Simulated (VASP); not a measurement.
# Mo under strain, part 2 of 3

Aim: follow the pressure of Mo through compression, expansion and shear. All runs use PBE. Left out of this account: 1 further run (self-consistent run: a reference on another mesh). The start is a cell from a database of measured crystal structures.

VASP 6.6.1; PBE; plane waves and PAW (Mo_sv).

Still holding for the runs below: Spin-orbit coupling is off here; it would split degenerate levels.

So far, pressure (GPa): step 2 (bands, cell as listed) 3.25; step 3 (cell volume +4.0 %) -6.73.

## 4. Bands, volume times 1.08

The cell is expanded evenly, with fractional positions held.

INCAR reads:

```
SYSTEM = Mo
PREC = Accurate
ENCUT = 400
EDIFF = 1E-06
NELM = 100
ISMEAR = -1
SIGMA = 0.05
LREAL = .FALSE.
ALGO = Normal
GGA = PE
NBANDS = 18
LASPH = .TRUE.
LORBIT = 11
LWAVE = .FALSE.
LCHARG = .FALSE.
KPAR = 2
```

POSCAR reads:

```
Mo
1.0
   -1.6143010825      1.6143010825      1.6143010825
    1.6143010825     -1.6143010825      1.6143010825
    1.6143010825      1.6143010825     -1.6143010825
Mo
1
Direct
    0.0000000000      0.0000000000      0.0000000000
```

KPOINTS reads:

```
Automatic mesh
0
Gamma
17 17 17
0 0 0
```

KPOINTS_OPT reads:

```
Line mode
16
Line-mode
Reciprocal
  0.00000000   0.00000000   0.00000000 GAMMA
  0.50000000  -0.50000000   0.50000000 H

  0.50000000  -0.50000000   0.50000000 H
  0.00000000   0.00000000   0.50000000 N

  0.00000000   0.00000000   0.50000000 N
  0.00000000   0.00000000   0.00000000 GAMMA

  0.00000000   0.00000000   0.00000000 GAMMA
  0.25000000   0.25000000   0.25000000 P

  0.25000000   0.25000000   0.25000000 P
  0.50000000  -0.50000000   0.50000000 H

  0.25000000   0.25000000   0.25000000 P
  0.00000000   0.00000000   0.50000000 N
```

PAW data sets: Mo_sv (PBE family, release 64).

Command:

```console
mpirun -np 2 vasp_std
```

Output:

```text
[... set-up lines as in an earlier step ...]
 entering main loop
       N       E                     dE             d eps       ncg     rms          rms(c)
DAV:   1     0.834605774584E+02    0.83461E+02   -0.62959E+03  6068   0.655E+02
DAV:   2    -0.104289967832E+02   -0.93890E+02   -0.89836E+02  6774   0.224E+02
DAV:   3    -0.116157030751E+02   -0.11867E+01   -0.11816E+01  6792   0.250E+01
DAV:   4    -0.116182738156E+02   -0.25707E-02   -0.25706E-02  6676   0.134E+00
DAV:   5    -0.116182849116E+02   -0.11096E-04   -0.11094E-04  6620   0.797E-02    0.124E+01
DAV:   6    -0.109760087625E+02    0.64228E+00   -0.47926E-01  6150   0.791E+00    0.298E+00
DAV:   7    -0.108965792530E+02    0.79430E-01   -0.76565E-02  6508   0.311E+00    0.110E+00
DAV:   8    -0.108924979633E+02    0.40813E-02   -0.43400E-03  6350   0.601E-01    0.210E-01
DAV:   9    -0.108925737224E+02   -0.75759E-04   -0.10084E-04  7210   0.907E-02    0.785E-02
DAV:  10    -0.108925835709E+02   -0.98485E-05   -0.13153E-05  6484   0.316E-02    0.660E-03
DAV:  11    -0.108925840074E+02   -0.43659E-06   -0.10076E-07  3764   0.277E-03
   1 F= -.10892584E+02 E0= -.10890480E+02  d E =-.420717E-02
 Start KPOINTS_OPT (optional k-point list driver)
k-point batch [1-96\96]
       N       E                     dE             ncg
DAV:   1    -0.762435798304E+04   -0.54036E+05     3480
DAV:   2    -0.169018480713E+05   -0.92775E+04     3944
DAV:   3    -0.170177806571E+05   -0.11593E+03     3960
DAV:   4    -0.170180533524E+05   -0.27270E+00     3910
DAV:   5    -0.170180546459E+05   -0.12934E-02     3826
DAV:   6    -0.170180546570E+05   -0.11122E-04     3978
DAV:   7    -0.170180546571E+05   -0.13615E-06     2974
```

Elapsed: 11 s, on 2 MPI ranks of Intel Xeon Platinum 8488C (Sapphire Rapids), shared host; peak memory 0.29 GiB; 21 s of CPU time.

OUTCAR, selected parts (step 4):

```text
  LATTYP: Found a body centered cubic cell.
 ALAT       =     3.2286021650

The static configuration has the point symmetry O_h .

 Found    165 irreducible k-points:

   ENCUT  =  400.0 eV  29.40 Ry    5.42 a.u.   4.56  4.56  4.56*2*pi/ulx,y,z

   NELECT =      14.0000    total number of electrons

 E-fermi :  11.4492

 k-point     1 :       0.0000    0.0000    0.0000
  band No.  band energies     occupation
    ...
      4     -23.2657      2.00000
      5       4.4641      2.00000
      6      10.2062      2.00000
      7      10.2062      2.00000
      8      10.2062      2.00000
      9      12.9670      0.00000
     10      12.9670      0.00000
     11      26.1518      0.00000
     12      26.1518      0.00000
     13      26.1518      0.00000
    ...

 k-point     2 :       0.0588    0.0000    0.0000
  band No.  band energies     occupation
    ...
      4     -23.2659      2.00000
      5       4.6057      2.00000
      6      10.1292      2.00000
      7      10.1943      2.00000
      8      10.3363      2.00000
      9      12.8561      0.00000
     10      12.9697      0.00000
     11      26.2515      0.00000
     12      26.3878      0.00000
     13      26.4012      0.00000
    ...

  Total       -1.5579980     -1.5579980     -1.5579980      0.0000000      0.0000000      0.0000000
  in kB     -148.3419162   -148.3419162   -148.3419162      0.0000000      0.0000000      0.0000000
  external PRESSURE =    -148.3419162 kB  Pullay stress =       0.0000000 kB

  energy-cutoff  :      400.00
  volume of cell :       16.83
      direct lattice vectors                 reciprocal lattice vectors
    -1.614301082  1.614301082  1.614301082     0.000000000  0.309731565  0.309731565
     1.614301082 -1.614301082  1.614301082     0.309731565  0.000000000  0.309731565
     1.614301082  1.614301082 -1.614301082     0.309731565  0.309731565  0.000000000

 POSITION                                       TOTAL-FORCE (eV/Angst)
 -----------------------------------------------------------------------------------
      0.00000      0.00000      0.00000         0.000000      0.000000     -0.000000
 -----------------------------------------------------------------------------------
    total drift:                                0.000000     -0.000000     -0.000000

  FREE ENERGIE OF THE ION-ELECTRON SYSTEM (eV)
  ---------------------------------------------------
  free  energy   TOTEN  =       -10.8925840074 eV

  energy  without entropy=      -10.8883768366  energy(sigma->0) =      -10.89048042

 total charge
# of ion       s       p       d       tot
------------------------------------------
    1        2.358   6.183   3.802  12.342

[... 4 parts as in an earlier step ...]

[... 6 further parts left out ...]
```

Numbers from this step:

- free energy (TOTEN): -10.89 eV
- energy at zero smearing: -10.89 eV
- Fermi energy: 11.45 eV
- pressure: -14.83 GPa

The electronic bands at the labelled points (eV, zero at the Fermi level; # counts the bands kept, so #1 is VASP's band 5):

| point | #1 | #2 | #3 | #4 | #5 | #6 |
| --- | --- | --- | --- | --- | --- | --- |
| Γ | -6.99 | -1.24 | -1.24 | -1.24 | 1.52 | 1.52 |
| 0.47 of the way | -3.83 | -2.03 | -0.73 | -0.73 | 0.56 | 2.87 |
| H | -4.90 | -4.90 | 3.56 | 3.56 | 3.56 | 8.51 |
| 0.47 of the way | -4.00 | -3.27 | -0.40 | 0.42 | 3.85 | 7.14 |
| N | -4.90 | -3.08 | 1.37 | 1.51 | 2.08 | 4.23 |
| 0.53 of the way | -5.23 | -2.16 | -1.49 | 0.68 | 1.00 | 1.64 |
| Γ | -6.99 | -1.24 | -1.24 | -1.24 | 1.52 | 1.52 |
| 0.47 of the way | -4.37 | -2.42 | -2.42 | 1.47 | 1.47 | 2.36 |
| P | -2.46 | -2.46 | -2.46 | 2.18 | 2.18 | 8.83 |
| 0.53 of the way | -3.05 | -3.05 | -2.30 | 2.12 | 2.12 | 9.63 |
| H | -4.90 | -4.90 | 3.56 | 3.56 | 3.56 | 8.51 |
| jump to P | -2.46 | -2.46 | -2.46 | 2.18 | 2.18 | 8.83 |
| 0.53 of the way | -3.94 | -3.09 | -0.49 | 1.78 | 2.13 | 6.75 |
| N | -4.90 | -3.08 | 1.37 | 1.51 | 2.08 | 4.23 |

The electronic bands as a text plot (rows in eV, shown from -7.0 to 1.3 only):

```
    1.1 | *    * *          *   *****                           *
    0.8 |               *     *
    0.4 |  *  *           **             *              *      *
    0.1 |   **  *       **  *  *  *
   -0.2 |      *                   *                          *
   -0.6 |   * *                         *              *
   -0.9 | ** *           * *    *   *  *                     *
   -1.3 |*****                   * *****
   -1.6 |                 *       ***   *             *     *
   -2.0 |     *           *       *      *    *   **
   -2.3 |                  *     *        *  * ***  *      *
   -2.7 |      *         *      *          **  * *   *     *
   -3.0 |                   ****             **      *      *****
   -3.4 |      **                           *     *** *      *
   -3.7 |     *         *                  *           *
   -4.0 |        *      ***                             *     *
   -4.4 |    *    *    *   *                                   *
   -4.7 |          ****     *****                        **     *
   -5.1 |                        *        *
   -5.4 |                         *      *
   -5.8 |   *
   -6.1 |  *                       *
   -6.5 | *                         *   *
   -6.8 |*                           ***
         Γ           H       N        Γ         P        H|P    N
```

 The pressure is -14.83 GPa.

Of the bands kept, 3 cross the Fermi level on this path.

## 5. Bands, sheared, principal strains -2.0, -0.5, +2.5 %

The cell is sheared at fixed volume, which lowers its symmetry.

INCAR is that of step 4.

POSCAR reads:

```
Mo
1.0
   -1.5514900000      1.5986520000      1.6257710000
    1.5438960000     -1.5609810000      1.5805050000
    1.5419100000      1.5514010000     -1.5881000000
Mo
1
Direct
    0.0000000000      0.0000000000      0.0000000000
```

KPOINTS is that of step 4.

KPOINTS_OPT reads:

```
Line mode
16
Line-mode
Reciprocal
  0.50000000   0.00000000  -0.50000000 X
  0.00000000   0.00000000   0.00000000 GAMMA

  0.00000000   0.00000000   0.00000000 GAMMA
 -0.50000000   0.00000000   0.00000000 Y

  0.00000000   0.00000000  -0.50000000 L
  0.00000000   0.00000000   0.00000000 GAMMA

  0.00000000   0.00000000   0.00000000 GAMMA
  0.00000000   0.50000000   0.00000000 Z

  0.50000000   0.50000000  -0.50000000 N
  0.00000000   0.00000000   0.00000000 GAMMA

  0.00000000   0.00000000   0.00000000 GAMMA
 -0.50000000   0.50000000   0.00000000 M

  0.00000000   0.50000000  -0.50000000 R
  0.00000000   0.00000000   0.00000000 GAMMA
```

Command:

```console
mpirun -np 2 vasp_std
```

Output:

```text
[... set-up lines as in an earlier step ...]
 entering main loop
       N       E                     dE             d eps       ncg     rms          rms(c)
DAV:   1     0.844171836380E+02    0.84417E+02   -0.63240E+03 91172   0.660E+02
DAV:   2    -0.103811284722E+02   -0.94798E+02   -0.90756E+02100504   0.226E+02
DAV:   3    -0.115714749932E+02   -0.11903E+01   -0.11858E+01101878   0.252E+01
DAV:   4    -0.115738692383E+02   -0.23942E-02   -0.23941E-02 99660   0.130E+00
DAV:   5    -0.115738783648E+02   -0.91264E-05   -0.91247E-05 98608   0.729E-02    0.148E+01
DAV:   6    -0.110045622150E+02    0.56932E+00   -0.41022E-01 91968   0.742E+00    0.412E+00
DAV:   7    -0.109233970552E+02    0.81165E-01   -0.81321E-02 95864   0.327E+00    0.945E-01
DAV:   8    -0.109194504609E+02    0.39466E-02   -0.40006E-03 94948   0.579E-01    0.178E-01
DAV:   9    -0.109194983689E+02   -0.47908E-04   -0.80645E-05107432   0.838E-02    0.800E-02
DAV:  10    -0.109195058912E+02   -0.75223E-05   -0.12996E-05 96522   0.345E-02    0.363E-03
DAV:  11    -0.109195062760E+02   -0.38484E-06   -0.13269E-07 54732   0.327E-03
   1 F= -.10919506E+02 E0= -.10917212E+02  d E =-.458883E-02
 Start KPOINTS_OPT (optional k-point list driver)
k-point batch [1-112\112]
       N       E                     dE             ncg
DAV:   1     0.276723728923E+05   -0.41723E+05     4128
DAV:   2     0.168403124387E+05   -0.10832E+05     4562
DAV:   3     0.167028491369E+05   -0.13746E+03     4576
DAV:   4     0.167025467193E+05   -0.30242E+00     4466
DAV:   5     0.167025454135E+05   -0.13058E-02     4484
DAV:   6     0.167025454032E+05   -0.10312E-04     4478
DAV:   7     0.167025454030E+05   -0.18449E-06     3534
```

The job ended after 1.7 min (2 MPI ranks; peak memory 1.4 GiB).

Parts of OUTCAR (step 5):

```text
   k-points           NKPTS =   2457   k-points in BZ     NKDIM =   2457   number of bands    NBANDS=     18

   ENCUT  =  400.0 eV  29.40 Ry    5.42 a.u.   4.50  4.41  4.41*2*pi/ulx,y,z

   NELECT =      14.0000    total number of electrons

 E-fermi :  12.6819

 k-point     1 :       0.0000    0.0000    0.0000
  band No.  band energies     occupation
    ...
      4     -21.8640      2.00000
      5       5.4013      2.00000
      6      11.0301      2.00000
      7      11.1859      2.00000
      8      11.6198      2.00000
      9      14.0716      0.00000
     10      14.5515      0.00000
     11      27.0516      0.00000
     12      27.5516      0.00000
     13      27.9019      0.00000
    ...

  Total        0.9600332      0.2850296     -0.2369171      0.0588734     -0.2626479      0.0451686
  in kB       98.7204226     29.3096555    -24.3622416      6.0539696    -27.0081448      4.6446959
  external PRESSURE =      34.5559455 kB  Pullay stress =       0.0000000 kB

 POSITION                                       TOTAL-FORCE (eV/Angst)
 -----------------------------------------------------------------------------------
      0.00000      0.00000      0.00000         0.000000      0.000000     -0.000000
 -----------------------------------------------------------------------------------
    total drift:                                0.000000      0.000000      0.000000

  FREE ENERGIE OF THE ION-ELECTRON SYSTEM (eV)
  ---------------------------------------------------
  free  energy   TOTEN  =       -10.9195062760 eV

  energy  without entropy=      -10.9149174502  energy(sigma->0) =      -10.91721186

[... 2 parts as in an earlier step ...]

[... 13 further parts left out ...]
```

The path and its labels are those of the sheared lattice, so a letter need not mean the same point as in the unstrained cell.

Numbers from this step:

```
irreducible k-points    : 2457
symmetry operations     : 2
free energy (TOTEN)     : -10.92 eV
energy at zero smearing : -10.92 eV
Fermi energy            : 12.68 eV
pressure                : 3.456 GPa
```

The electronic bands at the labelled points (eV, zero at the Fermi level; # counts the bands kept, so #1 is VASP's band 5):

| point | #1 | #2 | #3 | #4 | #5 | #6 |
| --- | --- | --- | --- | --- | --- | --- |
| X | -5.38 | -3.48 | 1.58 | 1.59 | 2.44 | 4.68 |
| 0.53 of the way | -5.45 | -2.48 | -1.67 | 0.74 | 1.11 | 1.78 |
| Γ | -7.28 | -1.65 | -1.50 | -1.06 | 1.39 | 1.87 |
| 0.53 of the way | -5.27 | -2.56 | -1.70 | 1.05 | 1.45 | 1.97 |
| Y | -5.34 | -3.28 | 1.26 | 1.46 | 2.34 | 4.55 |
| jump to L | -5.41 | -3.66 | 1.81 | 1.86 | 2.44 | 4.80 |
| 0.53 of the way | -5.40 | -2.58 | -1.53 | 0.63 | 1.25 | 1.67 |
| Γ | -7.28 | -1.65 | -1.50 | -1.06 | 1.39 | 1.87 |
| 0.47 of the way | -5.44 | -2.43 | -1.62 | 0.70 | 1.04 | 1.75 |
| Z | -5.38 | -3.46 | 1.54 | 1.66 | 2.39 | 4.74 |
| jump to N | -5.54 | -5.46 | 3.70 | 4.04 | 4.15 | 8.53 |
| 0.53 of the way | -4.08 | -2.46 | -0.81 | -0.64 | 0.69 | 2.88 |
| Γ | -7.28 | -1.65 | -1.50 | -1.06 | 1.39 | 1.87 |
| 0.53 of the way | -5.17 | -2.86 | -1.46 | 1.28 | 1.44 | 1.81 |
| M | -5.40 | -3.69 | 1.71 | 1.92 | 2.51 | 4.72 |
| jump to R | -5.37 | -3.14 | 1.23 | 1.64 | 2.01 | 4.81 |
| 0.47 of the way | -5.20 | -2.33 | -1.48 | 0.73 | 1.32 | 1.76 |
| Γ | -7.28 | -1.65 | -1.50 | -1.06 | 1.39 | 1.87 |

The electronic bands as a text plot (rows in eV, shown from -7.3 to 1.5 only):

```
    1.4 |* **  ***  ****   ******  ** *     *    *****    **    *
    1.0 |    **   ***  *         ***      *     *       * * *  *
    0.6 |                *           *    *          *       **
    0.2 | *  *     *  *     *     *        * * *
   -0.1 |                                   * *        *   *
   -0.5 |     *   *       *                 *       *         *
   -0.9 |  *   * *   *       *   *  *        ****  *           *
   -1.2 |       *            ****            *** ***  *     *  **
   -1.6 |   ******* *      ** ******         * **** **       ****
   -2.0 |     *   **         *   *                 *         *
   -2.3 |    *     *        *     *                 *
   -2.7 |   *       *      *       *                 *     **
   -3.1 |  *         **   *         *       *         *   *
   -3.4 |**            * *           ***               *
   -3.8 |               *                  **           **
   -4.2 |                                 *
   -4.5 |                                    *
   -4.9 |  *              *         *    *            *
   -5.3 |** *       ****** *       * ****     *      * ******
   -5.6 |    *              *     *                          *
   -6.0 |          *                                *         *
   -6.4 |     *              *   *             *
   -6.7 |         *                             *  *           *
   -7.1 |      ***            ***                **             *
         X      Γ     Y|L      Γ      Z|N        Γ      M|R     Γ
```

 The pressure is 3.46 GPa, and the symmetry operations fall from 48 to 2.

(Continued in part 3 of 3.)

[Lines on the potential files, build, host, timing and source positions are cut from VASP's logs without a mark.]

[Logs are printed without paths, hosts, clocks, repeated set-up lines and the standing remarks that a program may print on its own settings, such as how far it seeks lower states.]

[Hosts, paths, dates, database ids (printed as entryN), source tags and the programs' standing remarks are cut or masked in the printed files.]

[A measured line is paired with the nearest computed mode of its activity, which favours agreement.]
